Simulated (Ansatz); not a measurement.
# Structure relaxation of Sc

These are results of DFT PBE, scalar-relativistic, plane waves, PAW in Ansatz 0.2.0, not measurements. Cutoff 420 eV, Γ-centred k mesh, Gaussian smearing, no spin polarisation in the final step.

The start puts Sc on the simple cubic structure type (Pm-3m, No. 221), at a guessed volume.

```
Sc
1.0
     2.96967    0.00000    0.00000
     0.00000    2.96967    0.00000
     0.00000    0.00000    2.96967
Sc
1
Direct
  0.00000 0.00000 0.00000
```

Cell and atoms relax at zero pressure; the relaxation can't lower the symmetry of the start.

Energies count from the standard state of Sc at the same level.

Problem. Which crystal results?

Solution. It keeps Pm-3m (No. 221). The result has the simple cubic structure. Conventional cell: a = 2.965 Å. Sc is coordinated by 6 Sc at 2.96 Å.

```cif
data_structure
_symmetry_space_group_name_H-M 'Pm-3m'
_symmetry_Int_Tables_number 221
_cell_length_a 2.9645
_cell_length_b 2.9645
_cell_length_c 2.9645
_cell_angle_alpha 90.000
_cell_angle_beta 90.000
_cell_angle_gamma 90.000
_cell_volume 26.05
loop_
_atom_site_label
_atom_site_type_symbol
_atom_site_symmetry_multiplicity
_atom_site_Wyckoff_symbol
_atom_site_fract_x
_atom_site_fract_y
_atom_site_fract_z
_atom_site_occupancy
Sc1 Sc 1 a 0.00000 0.00000 0.00000 1
```

Problem. What are its volume, energy, density and gap?

Solution. The volume per atom is 26.05 Å³, the density is 2.87 g/cm³ and the energy over the standard structure is 0.77 eV/atom. The gap on the 14×14×14 mesh is 0 eV (a metal).

The final run used a 14×14×14 mesh on its 1-atom cell and 0.10 eV smearing. For metals, differences of a few meV/atom aren't resolved. Symmetry constrained the relaxation, so the result can be a saddle point.

This simple cubic form isn't the element's structure at ambient conditions.